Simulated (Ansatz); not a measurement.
N2 on a (001) slab of PtSe$_{2}$ (P-3m1 (No. 164)), 3 planes, outer planes Se (top) and Se (bottom), 1 a cell of 49.3 Å², relaxed and still whole (its atoms last):

```yaml
crystal:
  lattice:
    - [7.54340, 0.00000, 0.00000]
    - [-3.77170, 6.53278, 0.00000]
    - [0.00000, 0.00000, 20.56081]
  atoms:
    - { symbol: Se, position: [0.33333, 0.16667, 0.38909] }
    - { symbol: Se, position: [0.33333, 0.66667, 0.38909] }
    - { symbol: Se, position: [0.83333, 0.16667, 0.38909] }
    - { symbol: Se, position: [0.83333, 0.66667, 0.38909] }
    - { symbol: Pt, position: [0.00003, 0.00007, 0.45160] }
    - { symbol: Pt, position: [0.00000, 0.50001, 0.45174] }
    - { symbol: Pt, position: [0.49999, 0.99997, 0.45177] }
    - { symbol: Pt, position: [0.50002, 0.50002, 0.45174] }
    - { symbol: Se, position: [0.16652, 0.33305, 0.51432] }
    - { symbol: Se, position: [0.16635, 0.83355, 0.51418] }
    - { symbol: Se, position: [0.66667, 0.33330, 0.51442] }
    - { symbol: Se, position: [0.66713, 0.83346, 0.51419] }
    - { symbol: N, position: [0.31549, 0.63214, 0.67985] }
    - { symbol: N, position: [0.39495, 0.79455, 0.66530] }
```

All numbers below come from DFT PBE+D3(BJ), scalar-relativistic, plane waves, PAW in Ansatz 0.2.0. Cutoff 420 eV; k points 3×3×1 on the computed 14-atom cell (Γ-centred); Gaussian smearing, width 0.10 eV; no spin polarisation. A dipole correction removes the field between periodic images along c.

It binds with 0.11 eV a molecule against the clean slab and the free molecule (no zero-point or thermal terms); its shortest contact is N–Se 3.64 Å. Take first-order desorption with no barrier to adsorption, no reaction on the face and an assumed prefactor of 10^13 s⁻¹.

Q: How long does a molecule stay at 473 K?

A: τ = ν⁻¹·exp(E/k_BT) with k_BT = 0.0408 eV: E/k_BT = 2.7, so τ ≈ 1×10^-12 s. At about one hit a site a second (10⁻⁶ mbar) the coverage is near τ × 1 s⁻¹, so a layer needs more than atmospheric pressure.

Q: Where does its peak lie in a desorption experiment heated at 5 K/s?

A: The peak obeys E/(k_B·T_p²) = (ν/β)·exp(−E/k_BT_p). Solving gives T_p ≈ 44 K (E/k_BT_p = 28.8). An error of 0.1 eV in E moves it by about 40 K, and larger molecules have larger prefactors, which lowers it.

Q: Is this physisorption or chemisorption?

A: The tightest contact, N–Se 3.64 Å, is 1.90 times the sum of covalent radii, and deformation and lateral interaction add up to 0.00 eV; under 0.01 e cross the plane between them. This is physisorption.